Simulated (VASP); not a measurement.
Here is a VASP 6.6.1 calculation.

Contents of INCAR:

```
PREC = Accurate
ENCUT = 520
EDIFF = 1E-6
ISMEAR = 1
SIGMA = 0.1
LREAL = False
LASPH = True
NELM = 80
ALGO = Normal
ISIF = 2
LWAVE = False
LCHARG = False
LDIPOL = True
IDIPOL = 3
DIPOL = 0.5 0.5 0.500
GGA = PE
IBRION = 2
NSW = 80
EDIFFG = -0.02
```

KPOINTS

```
regular mesh
0
Gamma
  15 15 1
```

File POSCAR:

```
Al
1.0
    2.8562036900      0.0000000000      0.0000000000
   -1.4281018500      2.4735449600      0.0000000000
    0.0000000000      0.0000000000     19.6641611000
Al
3
Direct
    0.6666666700      0.3333333300      0.3814045200
    0.3333333300      0.6666666700      0.5000000000
    0.0000000000      0.0000000000      0.6185954800
```

Potentials or basis: VASP PAW PBE potentials, release 64 (Al).

Launch:

```sh
$ cat potpaw_PBE.64/Al/POTCAR > POTCAR
$ mpirun -np 1 vasp_std > vasp.out
```

Q: Predict the band gap on the k mesh.

A: None (metal or under the smearing width).

Q: Estimate the energy gained by relaxing.

A: 0.1 meV/atom.

Final structure:
```yaml
crystal:
  lattice:
    - [2.85620, 0.00000, 0.00000]
    - [-1.42810, 2.47354, 0.00000]
    - [0.00000, 0.00000, 19.66416]
  atoms:
    - { symbol: Al, position: [0.66667, 0.33333, 0.38174] }
    - { symbol: Al, position: [0.33333, 0.66667, 0.50000] }
    - { symbol: Al, position: [0.00000, 0.00000, 0.61826] }
```
